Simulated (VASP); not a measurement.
# BAs: optical spectrum

Aim: the dielectric function of BAs for independent particles, and its static limit with local fields. The cell is of the zinc-blende type, one of the forms listed for this formula. The start is a cell from a database of measured crystal structures.

Program: VASP 6.6.1. Level of theory: PBE; plane waves and PAW (As, B), in the first sound run; inputs show where later runs differ. Results are calculated unless marked as measured.

## (1) The structure

The structure is cubic, space group F-43m (No. 216). Conventional cell: a = 4.777 Å, b = 4.777 Å, c = 4.777 Å, α = 90.00°, β = 90.00°, γ = 90.00°. Nearest to As lie 4 B at 2.07 Å. Nearest to B lie 4 As at 2.07 Å. Farther neighbours are not listed.

## (2) Ground state

The ground state comes first.

Contents of INCAR:

```
SYSTEM = BAs
PREC = Accurate
ENCUT = 420
EDIFF = 1E-07
NELM = 100
ISMEAR = 0
SIGMA = 0.05
LREAL = .FALSE.
ALGO = Normal
GGA = PE
NBANDS = 10
LORBIT = 11
LWAVE = .FALSE.
LCHARG = .FALSE.
KPAR = 4
```

Contents of POSCAR:

```
BAs
1.0
    0.0000000000      2.3885000000      2.3885000000
    2.3885000000      0.0000000000      2.3885000000
    2.3885000000      2.3885000000      0.0000000000
As B
1 1
Direct
    0.7500000000      0.7500000000      0.7500000000
    0.0000000000      0.0000000000      0.0000000000
```

Contents of KPOINTS:

```
Automatic mesh
0
Gamma
8 8 8
0 0 0
```

PAW data sets: As and B (PBE family, release 64).

Started as:

```
$ mpirun -np 4 vasp_std
```

What it wrote:

```text
[banner, memory and clock lines left out]
running    4 mpi-ranks, on    1 nodes
 distrk:  each k-point on    1 cores,    4 groups
 distr:  one band on    1 cores,    1 groups

 POSCAR found type information on POSCAR AsB
 POSCAR found :  2 types and       2 ions
 LDA part: xc-table for (Slater+PW92), standard interpolation
 POSCAR, INCAR and KPOINTS ok, starting setup
 FFT: planning ... GRIDC
 FFT: planning ... GRID_SOFT
 FFT: planning ... GRID
 WAVECAR not read
 entering main loop
       N       E                     dE             d eps       ncg     rms          rms(c)
DAV:   1     0.856707110394E+01    0.85671E+01   -0.34353E+03   580   0.598E+02
DAV:   2    -0.115391309162E+02   -0.20106E+02   -0.19508E+02   780   0.965E+01
DAV:   3    -0.120423721442E+02   -0.50324E+00   -0.50269E+00   696   0.152E+01
DAV:   4    -0.120435311736E+02   -0.11590E-02   -0.11589E-02   708   0.844E-01
DAV:   5    -0.120435331325E+02   -0.19589E-05   -0.19589E-05   716   0.345E-02    0.493E+00
DAV:   6    -0.114661728931E+02    0.57736E+00   -0.16446E+00   618   0.559E+00    0.240E+00
DAV:   7    -0.114069533067E+02    0.59220E-01   -0.19504E-01   690   0.232E+00    0.978E-01
DAV:   8    -0.114001875639E+02    0.67657E-02   -0.20961E-02   646   0.861E-01    0.101E-01
DAV:   9    -0.114004879907E+02   -0.30043E-03   -0.70987E-04   678   0.168E-01    0.591E-02
DAV:  10    -0.114006544158E+02   -0.16643E-03   -0.22072E-04   636   0.956E-02    0.135E-02
DAV:  11    -0.114006598723E+02   -0.54564E-05   -0.58159E-06   706   0.172E-02    0.114E-02
DAV:  12    -0.114006597853E+02    0.86922E-07   -0.28062E-06   632   0.969E-03    0.347E-03
DAV:  13    -0.114006598468E+02   -0.61469E-07   -0.84414E-08   558   0.202E-03
   1 F= -.11400660E+02 E0= -.11400660E+02  d E =-.358378E-12
```

Elapsed: 3.6 s, on 4 MPI ranks of AMD EPYC 7R43, shared host; peak memory 0.43 GiB; 12 s of CPU time.

The logs omit lines about the potential files and the build; timing stands in the text.

From OUTCAR (step 2):

```text
ion  position               nearest neighbor table
   1  0.750  0.750  0.750-   2 2.07   2 2.07   2 2.07   2 2.07
   2  0.000  0.000  0.000-   1 2.07   1 2.07   1 2.07   1 2.07

  LATTYP: Found a face centered cubic cell.
 ALAT       =     4.7770000000

 Subroutine GETGRP returns: Found 24 space group operations
 (whereof 24 operations were pure point group operations)

The static configuration has the point symmetry T_d .

 Found     29 irreducible k-points:

   k-points           NKPTS =     29   k-points in BZ     NKDIM =     29   number of bands    NBANDS=     10

   dimension x,y,z NGX =    24 NGY =   24 NGZ =   24
   dimension x,y,z NGXF=    48 NGYF=   48 NGZF=   48

   ENCUT  =  420.0 eV  30.87 Ry    5.56 a.u.   5.64  5.64  5.64*2*pi/ulx,y,z

   NELECT =       8.0000    total number of electrons

 k-points in reciprocal lattice and weights: Automatic mesh
   0.00000000  0.00000000  0.00000000       0.002
   0.12500000  0.00000000  0.00000000       0.016
   0.25000000  0.00000000  0.00000000       0.016
   0.37500000  0.00000000  0.00000000       0.016
   0.50000000  0.00000000  0.00000000       0.008
   0.12500000  0.12500000  0.00000000       0.012
   0.25000000  0.12500000  0.00000000       0.047
   0.37500000  0.12500000  0.00000000       0.047
   0.50000000  0.12500000  0.00000000       0.047
[...]
-0.37500000  0.50000000  0.12500000       0.023
  -0.25000000  0.50000000  0.25000000       0.012

 average (electrostatic) potential at core
       1 -48.7698       2 -26.7845

 E-fermi :   6.3529

 k-point     1 :       0.0000    0.0000    0.0000
  band No.  band energies     occupation
      1      -9.2747      2.00000
      2       6.1296      2.00000
      3       6.1296      2.00000
      4       6.1296      2.00000
      5       9.3997      0.00000
      6       9.3997      0.00000
      7       9.3997      0.00000
      8      10.8138      0.00000
      9      15.7104      0.00000
    ...

 k-point     2 :       0.1250    0.0000    0.0000
  band No.  band energies     occupation
      1      -9.0187      2.00000
      2       4.1633      2.00000
      3       5.6906      2.00000
      4       5.6906      2.00000
      5       9.5196      0.00000
      6       9.9771      0.00000
      7       9.9771      0.00000
      8      12.0864      0.00000
      9      16.6586      0.00000
    ...

 k-point     3 :       0.2500    0.0000    0.0000
  band No.  band energies     occupation
      1      -8.2733      2.00000
      2       1.1884      2.00000
      3       4.9793      2.00000
      4       4.9793      2.00000
      5       9.1918      0.00000
      6      10.7757      0.00000
      7      10.7757      0.00000
      8      14.0254      0.00000
      9      17.3555      0.00000
    ...

  Total        0.5918700      0.5918700      0.5918700     -0.0000000     -0.0000000      0.0000000
  in kB       34.7961514     34.7961514     34.7961514     -0.0000000     -0.0000000      0.0000000
  external PRESSURE =      34.7961514 kB  Pullay stress =       0.0000000 kB

  energy-cutoff  :      420.00
  volume of cell :       27.25
      direct lattice vectors                 reciprocal lattice vectors
     0.000000000  2.388500000  2.388500000    -0.209336404  0.209336404  0.209336404
     2.388500000  0.000000000  2.388500000     0.209336404 -0.209336404  0.209336404
     2.388500000  2.388500000  0.000000000     0.209336404  0.209336404 -0.209336404

 POSITION                                       TOTAL-FORCE (eV/Angst)
 -----------------------------------------------------------------------------------
      3.58275      3.58275      3.58275         0.000000      0.000000      0.000000
      0.00000      0.00000      0.00000        -0.000000     -0.000000     -0.000000
 -----------------------------------------------------------------------------------
    total drift:                               -0.000000     -0.000000     -0.000000

  FREE ENERGIE OF THE ION-ELECTRON SYSTEM (eV)
  ---------------------------------------------------
  free  energy   TOTEN  =       -11.4006598468 eV

  energy  without entropy=      -11.4006598468  energy(sigma->0) =      -11.40065985

 total charge
# of ion       s       p       d       tot
------------------------------------------
    1        1.172   1.663   0.088   2.924
    2        0.660   1.180   0.000   1.840
--------------------------------------------------
tot          1.832   2.843   0.088   4.763

[... 3 further parts left out ...]
```

The gap is read on the k-mesh alone, so it is an upper bound where the band edges lie off the mesh.

This step gave:

```yaml
free_energy_toten: -11.40 eV
fermi_energy: 6.353 eV
pressure: 3.480 GPa
gap_on_the_k_mesh: 1.185 eV
least_direct_gap_on_the_k_mesh: 3.270 eV
```

The cell has a gap of 1.18 eV on this mesh and a pressure of +3.5 GPa, which holds the misfit of the given cell and coordinates with this functional, and any error of cutoff, mesh and data sets. Spin-orbit coupling is left out, which can shift or reorder these edges.

## (3) Spectrum

LOPTICS sums the direct transitions; the mesh is finer and NBANDS larger than for the ground state.

Edit INCAR of step 2 so:

```diff
@@ -10,4 +10,3 @@
 GGA = PE
-NBANDS = 10
-LORBIT = 11
+NBANDS = 16
 LWAVE = .FALSE.
@@ -15 +14,4 @@
 KPAR = 4
+LOPTICS = .TRUE.
+NEDOS = 2000
+CSHIFT = 0.1
```

POSCAR is that of step 2.

Contents of KPOINTS:

```
Automatic mesh
0
Gamma
12 12 12
0 0 0
```

Started as:

```
$ mpirun -np 4 vasp_std
```

What it wrote:

```text
[... set-up lines as in an earlier step ...]
 entering main loop
       N       E                     dE             d eps       ncg     rms          rms(c)
DAV:   1     0.973477529468E+01    0.97348E+01   -0.30484E+03  2304   0.368E+02
DAV:   2    -0.115369647023E+02   -0.21272E+02   -0.20547E+02  3160   0.824E+01
DAV:   3    -0.120443628497E+02   -0.50740E+00   -0.50689E+00  2664   0.107E+01
DAV:   4    -0.120451445511E+02   -0.78170E-03   -0.78169E-03  3040   0.498E-01
DAV:   5    -0.120451455142E+02   -0.96310E-06   -0.96310E-06  2672   0.171E-02    0.493E+00
DAV:   6    -0.114692461396E+02    0.57590E+00   -0.14217E+00  2824   0.349E+00    0.233E+00
DAV:   7    -0.114091219378E+02    0.60124E-01   -0.16413E-01  3088   0.147E+00    0.102E+00
DAV:   8    -0.114027134083E+02    0.64085E-02   -0.15642E-02  2728   0.555E-01    0.940E-02
DAV:   9    -0.114030893725E+02   -0.37596E-03   -0.77272E-04  2728   0.120E-01    0.492E-02
DAV:  10    -0.114031723915E+02   -0.83019E-04   -0.11087E-04  2840   0.474E-02    0.108E-02
DAV:  11    -0.114031729643E+02   -0.57282E-06   -0.33409E-06  2840   0.718E-03    0.533E-03
DAV:  12    -0.114031743909E+02   -0.14266E-05   -0.18875E-06  2752   0.651E-03    0.140E-03
DAV:  13    -0.114031743872E+02    0.36777E-08   -0.17763E-08  2352   0.649E-04
   1 F= -.11403174E+02 E0= -.11403174E+02  d E =-.366209E-12
 optical routines
 imaginary and real dielectric function
 recalculating local potential from charge density
 direction            1
 direction            2
 direction            3
```

Run time: 8.8 s. Hardware: 4 MPI ranks; peak memory 0.53 GiB.

From OUTCAR (step 3):

```text
The static configuration has the point symmetry T_d .

 Found     72 irreducible k-points:

   k-points           NKPTS =     72   k-points in BZ     NKDIM =     72   number of bands    NBANDS=     16

   NELECT =       8.0000    total number of electrons

 E-fermi :   6.3448

 k-point     1 :       0.0000    0.0000    0.0000
  band No.  band energies     occupation
      1      -9.2755      2.00000
      2       6.1285      2.00000
      3       6.1285      2.00000
      4       6.1285      2.00000
      5       9.3991      0.00000
      6       9.3991      0.00000
      7       9.3991      0.00000
      8      10.8126      0.00000
      9      15.7095      0.00000
    ...

 k-point     2 :       0.0833    0.0000    0.0000
  band No.  band energies     occupation
      1      -9.1613      2.00000
      2       5.0889      2.00000
      3       5.9094      2.00000
      4       5.9094      2.00000
      5       9.5491      0.00000
      6       9.6871      0.00000
      7       9.6871      0.00000
      8      11.4379      0.00000
      9      16.1705      0.00000
    ...

  Total        0.5920480      0.5920480      0.5920480     -0.0000000     -0.0000000     -0.0000000
  in kB       34.8066135     34.8066135     34.8066135     -0.0000000     -0.0000000     -0.0000000
  external PRESSURE =      34.8066135 kB  Pullay stress =       0.0000000 kB

  FREE ENERGIE OF THE ION-ELECTRON SYSTEM (eV)
  ---------------------------------------------------
  free  energy   TOTEN  =       -11.4031743872 eV

  energy  without entropy=      -11.4031743872  energy(sigma->0) =      -11.40317439

 plasma frequency squared (from intraband transitions) (eV^2)
  --------------------------------------------------------------------------------------
       0.000       0.000       0.000
      -0.000       0.000      -0.000
      -0.000      -0.000       0.000

[... 7 parts as in an earlier step ...]

[... 6 further parts left out ...]
```

These are independent-particle spectra without excitons or local fields, and fine structure depends on the mesh and on CSHIFT.

This step gave:

```yaml
fermi_energy: 6.345 eV
pressure: 3.481 GPa
gap_on_the_k_mesh: 1.179 eV
least_direct_gap_on_the_k_mesh: 3.271 eV
```

The imaginary dielectric function, xx has structure finer than the step of the table below, so its rows give means over 1 eV, whole bins alone (the curve runs from 0 to 25.0 eV). Peaks (eV: height): 5.5: 41.3, 6.6: 26.2.

Absorption under the direct gap is the tail of the CSHIFT broadening, and fine structure depends on the mesh. Table of imaginary dielectric function, xx by photon energy; means over each step:

```
photon energy (eV)  imaginary dielectric function, xx
                 1                             0.0704
                 2                              0.197
                 3                               1.19
                 4                               9.39
                 5                               20.1
                 6                               20.9
                 7                               13.0
                 8                               4.98
                 9                               4.43
                10                               2.28
                11                               1.68
                12                               1.55
                13                               1.07
                14                              0.947
                15                              0.726
                16                              0.561
                17                              0.486
                18                              0.408
                19                              0.390
                20                              0.261
                21                              0.214
                22                              0.123
                23                              0.123
                24                              0.101
```

Table of real dielectric function, xx by photon energy:

```
photon energy (eV)  real dielectric function, xx
                 0                          10.1
                 1                          10.4
                 2                          11.6
                 3                          15.1
                 4                          17.9
                 5                          15.7
                 6                         -2.22
                 7                         -10.5
                 8                         -5.95
                 9                         -4.94
                10                         -3.87
                11                         -1.92
                12                         -2.03
                13                         -1.37
                14                         -1.47
                15                        -0.997
                16                        -0.675
                17                        -0.507
                18                        -0.387
                19                        -0.195
                20                        -0.186
                21                       -0.0511
                22                        0.0195
                23                         0.105
                24                         0.263
```

(Part 1 of 3 ends here.)

[Lines on the potential files, build, host, timing and source positions are cut from VASP's logs without a mark.]

[Logs are printed without paths, hosts, clocks, repeated set-up lines and the standing remarks that a program may print on its own settings, such as how far it seeks lower states.]

[Hosts, paths, dates, database ids (printed as entryN), source tags and the programs' standing remarks are cut or masked in the printed files.]
